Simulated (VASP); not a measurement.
Given:

```
CELL_PARAMETERS angstrom
      0.00000     3.03240     3.03240
      3.03240     0.00000     3.03240
      3.03240     3.03240     0.00000
ATOMIC_POSITIONS crystal
  Zn 0.01237 0.01237 0.98763
  Te 0.25000 0.25000 0.25000
```

Level of theory: PBEsol GGA, VASP's PBE PAW potentials (set 64) (plane waves; VASP). Run with 480 eV cut-off, 8×8×8 Γ-centred mesh, Gaussian smearing of 0.050 eV, potentials Zn Te.

### Question
Give the force on each atom (eV/Å).

### Answer

```json
[
 {"atom": "Zn1", "Fx": "0.000", "Fy": "0.000", "Fz": "-0.396"},
 {"atom": "Te2", "Fx": "0.000", "Fy": "0.000", "Fz": "0.396"}
]
```

### Question
Give the stress tensor in GPa (positive for a compressed cell).

### Answer

```
0.30  1.19  0.00
1.19  0.30  0.00
0.00  0.00  0.20
```
The pressure is its mean diagonal, 0.27 GPa.

The compound is ZnTe in the zinc blende structure. This cell was strained or had an atom moved on purpose.
